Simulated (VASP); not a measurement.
Set up this calculation in VASP 6.6.1, as the native input.

```yaml
Task: single point
Functional: r2SCAN
Potentials_or_basis: VASP PAW PBE potentials, release 64 (Ti_sv, Al)
Cutoff: 520 eV
k_mesh: 11 × 11 × 11
Occupations: methfessel-paxton, width 0.1 eV
Spin: no spin polarisation
Dipole_correction: no
Further_INCAR_settings: ALGO = Normal; EDIFF = 1e-07; NBANDS = 14
```

TiAl:

```
Ti Al
1.0
     3.01800    0.02515    0.00000
     0.02515    3.01800    0.00000
     0.00000    0.00000    3.01800
Ti Al
1 1
Cartesian
  1.5216 1.5216 1.5090
  0.0000 0.0000 0.0000
```

One way to write it, as run:

POSCAR

```
TiAl
1.0
    3.0180000000      0.0251500000      0.0000000000
    0.0251500000      3.0180000000      0.0000000000
    0.0000000000      0.0000000000      3.0180000000
Ti Al
1 1
Direct
    0.5000000000      0.5000000000      0.5000000000
    0.0000000000      0.0000000000      0.0000000000
```

INCAR.step1

```
SYSTEM = TiAl
ALGO = Normal
EDIFF = 1E-4
ENCUT = 520
GGA = PE
ISMEAR = 1
LASPH = .TRUE.
LCHARG = .FALSE.
LREAL = .FALSE.
LWAVE = .TRUE.
NBANDS = 14
NELM = 100
PREC = Accurate
SIGMA = 0.1
```

INCAR.step2

```
SYSTEM = TiAl
ALGO = Normal
EDIFF = 1E-7
ENCUT = 520
ISIF = 2
ISMEAR = 1
ISTART = 1
LASPH = .TRUE.
LCHARG = .FALSE.
LMIXTAU = .TRUE.
LREAL = .FALSE.
LWAVE = .FALSE.
METAGGA = R2SCAN
NBANDS = 14
NELM = 100
PREC = Accurate
SIGMA = 0.1
```

KPOINTS

```
k-points
0
G
  11 11 11
  0 0 0
```

Potentials or basis: VASP PAW PBE potentials, release 64 (Ti_sv, Al).

Launch:

```sh
$ cat potpaw_PBE.64/Ti_sv/POTCAR potpaw_PBE.64/Al/POTCAR > POTCAR
$ cp INCAR.step1 INCAR
$ mpirun -np 1 vasp_std > vasp.out
$ cp INCAR.step2 INCAR
$ mpirun -np 1 vasp_std > vasp.out
```

Results of the run:

| Property | Result |
| --- | --- |
| Pressure | 24.0 GPa |
| Band gap on the k mesh | none (metal or under the smearing width) |

Caveat: so large a pressure means that the cell lies far from this level's equilibrium, or that cutoff or potentials fall short; the potentials were made for another functional, which shifts forces and pressure.

It took 2.3 min on 1 thread of Intel(R) Xeon(R) Platinum 8488C (Sapphire Rapids), with other jobs on the host, peak memory 0.21 GiB.
